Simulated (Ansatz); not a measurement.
Turn this script for Ansatz 0.2.0, Python API into the input file that the command-line program reads.

The script, `scf_bate.py`:
```python
"""Single point of BaTe."""

import argparse
import itertools
import json
import logging
import sys

import ansatz as az
import numpy as np

logging.basicConfig(stream=sys.stdout, format="[%(levelname)s] %(message)s")
logger = logging.getLogger("run")
logger.setLevel(logging.INFO)

parser = argparse.ArgumentParser(description="Single point of BaTe.")
parser.add_argument("--filling", required=True, help="how the bands are filled")
parser.add_argument("--mesh", type=int, nargs=3, required=True, help="k-point sampling")
parser.add_argument("--xc", default="pbesol", help="exchange-correlation functional")
args = parser.parse_args()


def main() -> None:
    vectors = np.array([
        [4.262466, 0.0, 0.0],
        [0.0, 4.262466, 0.0],
        [0.0, 0.0, 4.262466],
    ])
    bate = (
        az.Lattice.of(vectors)
        .atom("Ba", [0.0, 0.0, 0.0])
        .atom("Te", [0.5, 0.5, 0.5])
    )

    # the calculation
    base = (
        bate.calculation()
        .basis(34 * az.Ry)
        .occupations(args.filling)
        .kpoints(*args.mesh, center="gamma")
        .functional(args.xc)
        .compute(band_table=True, density=True, forces=True)
    )
    session = base.session()
    planned = session.plan(threads=1)
    result = planned.execute()
    data = result.report

    logger.info("%-22s %14.5f eV" % ("F = E - TS", data["free_energy_ev"]))
    logger.info("%-22s %14.5f eV" % ("E", data["internal_energy_ev"]))
    logger.info("%-22s %14.5f eV" % ("Harris-Foulkes", data["harris_foulkes_ev"]))
    logger.info("%-22s %14.5f eV" % ("Fermi level", data["fermi_energy_ev"]))

    # direct or indirect, as far as the mesh can tell
    levels = np.array(data["eigenvalues_ev"])
    filled = round(data["n_electrons"] / 2)
    top, bottom = levels[:, filled - 1], levels[:, filled]
    print("top of band", filled, "at k =", data["kpoints_frac"][top.argmax()], f"{top.max():.4f} eV")
    print("bottom of band", filled + 1, "at k =", data["kpoints_frac"][bottom.argmin()], f"{bottom.min():.4f} eV")
    logger.info(f"gap by band count {bottom.min() - top.max():.3f} eV, least direct gap {(bottom - top).min():.3f} eV")

    # valence electrons inside a sphere about each atom
    rho = result.density()
    total = sum(channel.density_e_per_ang3 for channel in rho.channels[:2])
    grid_cell = np.asarray(rho.fft_grid_basis) @ result.lattice.cell_ang
    mesh = np.stack(np.meshgrid(*[np.arange(n) / n for n in rho.dims], indexing="ij"), axis=-1)
    for site in result.lattice.sites:
        offset = mesh - site.position_ang @ np.linalg.inv(grid_cell)
        offset -= offset.round()
        distance = np.min([np.linalg.norm((offset + shift) @ grid_cell, axis=-1) for shift in itertools.product((-1, 0, 1), repeat=3)], axis=0)
        inside = [total[distance < radius].sum() * rho.cell_volume_ang3 / total.size for radius in (0.8, 1.0, 1.2)]
        print(site.symbol, "electrons within 0.8, 1.0, 1.2 A:", np.round(inside, 2))

    print(len(data["kpoints_frac"]), "irreducible k-points (fractions, weight)")
    for k, weight in list(zip(data["kpoints_frac"], data["kweights"]))[:12]:
        print("  {:8.4f} {:8.4f} {:8.4f}".format(*k), f"{weight:10.6f}")

    keep = ["free_energy_ev", "energy_sigma0_ev", "fermi_energy_ev", "n_iterations", "converged", "magnetization_mub", "n_kpoints"]
    with open("bate.json", "w") as handle:
        json.dump({key: data[key] for key in keep}, handle, indent=1)

    # forces, one row an atom
    logger.info("forces (eV/A)")
    for site, force in zip(result.lattice.sites, data["forces_ev_ang"]):
        logger.info(f"  {site.symbol:2s} {force[0]:9.4f} {force[1]:9.4f} {force[2]:9.4f}")


if __name__ == "__main__":
    main()
```

```console
$ python scf_bate.py --filling Fixed --mesh 4 4 4
[INFO] F = E - TS               -12767.38990 eV
[INFO] E                        -12767.38990 eV
[INFO] Harris-Foulkes           -12767.38990 eV
[INFO] Fermi level                   8.25005 eV
top of band 13 at k = [0.0, -0.5, -0.5] 8.2500 eV
bottom of band 14 at k = [0.0, 0.0, 0.0] 9.0388 eV
[INFO] gap by band count 0.789 eV, least direct gap 0.969 eV
Ba electrons within 0.8, 1.0, 1.2 A: [2.6  4.59 6.31]
Te electrons within 0.8, 1.0, 1.2 A: [ 9.87 11.46 12.95]
10 irreducible k-points (fractions, weight)
    0.0000   0.0000   0.0000   0.015625
    0.0000   0.0000   0.2500   0.093750
    0.0000   0.0000  -0.5000   0.046875
    0.0000   0.2500   0.2500   0.187500
    0.0000   0.2500  -0.5000   0.187500
    0.0000  -0.5000  -0.5000   0.046875
    0.2500   0.2500   0.2500   0.125000
    0.2500   0.2500  -0.5000   0.187500
    0.2500  -0.5000  -0.5000   0.093750
   -0.5000  -0.5000  -0.5000   0.015625
[INFO] forces (eV/A)
[INFO]   Ba   -0.0000    0.0000   -0.0000
[INFO]   Te    0.0000    0.0000    0.0000
```

`input.yaml`:
```yaml
crystal:
  lattice:
    - [4.262466, 0.0, 0.0]
    - [0.0, 4.262466, 0.0]
    - [0.0, 0.0, 4.262466]
  atoms:
    - { symbol: Ba, position: [0.0, 0.0, 0.0] }
    - { symbol: Te, position: [0.5, 0.5, 0.5] }
basis:
  ecutwfc: 462.5935661818
kpoints:
  mp_grid: { grid: [4, 4, 4], shift: [0.0, 0.0, 0.0] }
hamiltonian:
  xc: pbesol
scf:
  occupations: { method: fixed }
output:
  write_density: true
  forces: true
  eigenvalues: true
```

Launched from the shell:
```console
$ ansatz run input.yaml --threads 1 --pin off --max-ram 3072MiB --backend cpu --events-out ev --progress --plain --runs-dir out
Engine: ansatz 0.2.0, aarch64-unknown-linux-gnu
Pseudopotentials: kind: paw
Pseudopotential: Ba, paw, valence charge 10, recommended cutoff 420 eV (normal), Ba.paw.azcp
Pseudopotential: Te, paw, valence charge 16, recommended cutoff 420 eV (normal), Te.paw.azcp
Functional definition: PBEsol
  exchange = pbesol_x
  correlation = pbesol_c
Crystal: 2 atoms, lattice volume = 77.443 Å³
Basis set: ecut = 462.5935661818 eV, 1743 PW (Γ), exchange–correlation on 60×60×60 points (8 copies of the dense FFT grid, shifted against one another)
Bands: 17, of which v1, the nominal top of the filled ones, is band 13 counted from 1 (12 counted from 0)
Symmetry: 48 space group operations
Space group: Pm-3m (ITA 221), of the structure as read, at distance tolerance 4.3e-5 Å
k-points: 10 of 64
Non-local potential: Ba, projectors of the file, l = 0: 3, l = 1: 2, l = 2: 2, l = 3: 2
Non-local potential: Te, projectors of the file, l = 0: 2, l = 1: 2, l = 2: 2, l = 3: 2
PAW form: soft (Blöchl's): semilocal exchange-correlation on the pseudo side does not see the compensation charge
PAW frozen core: Ba, regenerated for the run's functional, and the local potential with it (the file was generated under x = pbe(κ = 0.804, μ = 0.2195149727645171), c = pbe(β = 0.06672455060314922))
PAW frozen core: Te, regenerated for the run's functional, and the local potential with it (the file was generated under x = pbe(κ = 0.804, μ = 0.2195149727645171), c = pbe(β = 0.06672455060314922))
PAW one-centre angular grid: Ba, 194 points (default); XC on 64 Gauss nodes
PAW one-centre angular grid: Te, 590 points (default); XC on 64 Gauss nodes
Initial density: superposition of atomic densities (neutral atoms: chi_scale 0, normalization atom), corrected by the library's trained network
Initial wavefunctions: pseudopotential atomic-orbital guess
Functional: x = pbesol(κ = 0.804, μ = 0.12345679012345678), c = pbesol(β = 0.046)
SCF iter   1: F=—  HF=-12767.388651 eV  |F-HF|=—  |Δ(HF+E_count)|=         —  Δρ=1.90e-3  dr2=1.49e-3  ethr=1.77e-3  ⟨swp⟩=5.9  Hψ=831  notcnv=0  defer=16
preconditioner: auto → Resta (q_TF=auto, 2.275 Å⁻¹)  ε∞=3.1  [insulator: Δε(μ)=0.784 eV  Ē_g=10.989 eV  n_scr=18 (ndim 8)  ℏωp=15.8 eV  f_vac=0.000  ε∞_Penn≈3.1]
SCF iter   2: F=—  HF=-12767.389296 eV  |F-HF|=—  |Δ(HF+E_count)|=   6.45e-4  Δρ=1.03e-3  dr2=5.86e-4  ethr=5.74e-6  ⟨swp⟩=2.1  Hψ=401  notcnv=0  defer=20
SCF iter   3: F=—  HF=-12767.389900 eV  |F-HF|=—  |Δ(HF+E_count)|=   6.04e-4  Δρ=2.02e-4  dr2=4.16e-5  ethr=2.26e-6  ⟨swp⟩=2.4  Hψ=321  notcnv=0  defer=18
SCF iter   4: F=—  HF=-12767.389899 eV  |F-HF|=—  |Δ(HF+E_count)|=   1.50e-6  Δρ=8.35e-5  dr2=4.50e-6  ethr=1.60e-7  ⟨swp⟩=2.0  Hψ=300  notcnv=0  defer=13
SCF iter   5: F=—  HF=-12767.389902 eV  |F-HF|=—  |Δ(HF+E_count)|=   3.20e-6  Δρ=3.58e-5  dr2=8.97e-7  ethr=1.73e-8  ⟨swp⟩=2.0  Hψ=216  notcnv=0  defer=13
SCF iter   6: F=-12767.389902 eV  HF=-12767.389902 eV  |F-HF|=1.11e-8  |Δ(HF+E_count)|=   7.09e-7  Δρ=8.17e-6  dr2=6.27e-8  ethr=3.85e-10  ⟨swp⟩=9.5  Hψ=1341  notcnv=0
SCF 1 converged in 6 iterations: F = -12767.389902 eV  dr2 = 6.27e-8
  greatest PAW one-centre occupation: 0.998 electrons in one spin orbital (limit 2), on the Te atom at site 1 (counted from 0), in its partial waves of l = 2
SCF converged after 6 iterations
Free energy (F): -12767.389902 eV
Harris-Foulkes:  -12767.389902 eV  (|F-HF|=1.11e-8)
Internal energy: -12767.389902 eV  (E = F + TS)
E sigma→0 (E₀):  -12767.389902 eV
Fermi energy:    8.250047 eV
--- Per-component energies (eV) ---
  E_band       = -304.465794
  E_kinetic    = 349.294709
  E_local      = -1677.931626  (includes V_loc(G=0)·N_el)
  E_nonlocal   = -249.378516
  E_hartree    = 966.165468
  E_xc         = -290.711498
  E_vxc        = -240.445284  (∫ρ·V_xc dr)
  E_paw        = -9725.748911  (= ΣΔE_a)
  E_vpaw       = -418.345976  (= ΣTr[D̂ρ^β])
  E_aug_tail   = -0.000009  (compensation charges beyond the density's cutoff)
  E_ewald      = -2139.605768
  E_core_change = 0.526248  (= ΣΔE_core)
  E_smearing   = -0.000000  (= −TS)
  E_closure    = -0.000000  (closes the sum)
  Σ components = -12767.389902   (vs F -12767.389902, Δ=0.00e0)
--- Forces (eV/Å), atoms counted from 1 ---
  atom   1  Ba    -0.00000000    -0.00000000     0.00000000
  atom   2  Te     0.00000000     0.00000000     0.00000000
  max |Σ_I F_I| component: 2.34e-29 eV/Å
--- Band table (eV; the first three rows and the last of 10) ---
  k-point 0: bands = ["-27.2060", "-27.2060", "-27.2060", "-27.2027", "-27.2027", "-19.7439", "-4.7596", "-4.7596", "-4.7596", "-2.0929", "7.8989", "7.8989", "7.8989", "9.0388", "9.0388", "10.5304", "12.8624"]
  k-point 1: bands = ["-27.2062", "-27.2062", "-27.2060", "-27.2027", "-27.2018", "-19.7307", "-5.0654", "-4.7338", "-4.7338", "-1.7152", "5.9991", "7.6670", "7.6670", "9.3635", "10.5626", "12.3464", "13.0372"]
  k-point 2: bands = ["-27.2064", "-27.2064", "-27.2060", "-27.2027", "-27.2010", "-19.7175", "-5.3248", "-4.7078", "-4.7078", "-1.3416", "4.8964", "7.4401", "7.4401", "9.8372", "12.5502", "13.0711", "13.2162"]
  k-point 9: bands = ["-27.2068", "-27.2068", "-27.2068", "-27.2001", "-27.2001", "-19.6688", "-5.0336", "-5.0336", "-5.0336", "-1.1704", "5.4001", "5.4001", "5.4001", "12.8912", "12.8912", "12.8912", "14.5828"]
```

Total energies depend on the potentials; only differences at equal settings carry meaning. A total without «per atom» is that of the cell as typed. Semilocal gaps usually lie well under measured ones. The computed bands are complete only to about 3.0 eV above the Fermi level. An absolute Fermi energy rests on an arbitrary zero of the periodic potential and has no direct meaning. Grid values close to the nuclei reflect the PAW or pseudopotential construction, not the all-electron fields. The structure comes from a database of computed cells and needn't be a stable or known phase. Levels are Kohn-Sham eigenvalues on this mesh, without spin-orbit coupling. It ran for 1.7 s on 1 thread of Arm Neoverse V2, on a shared host, peak memory 0.38 GiB.

(Lines on the test bed's own set-up are left out of the output.)
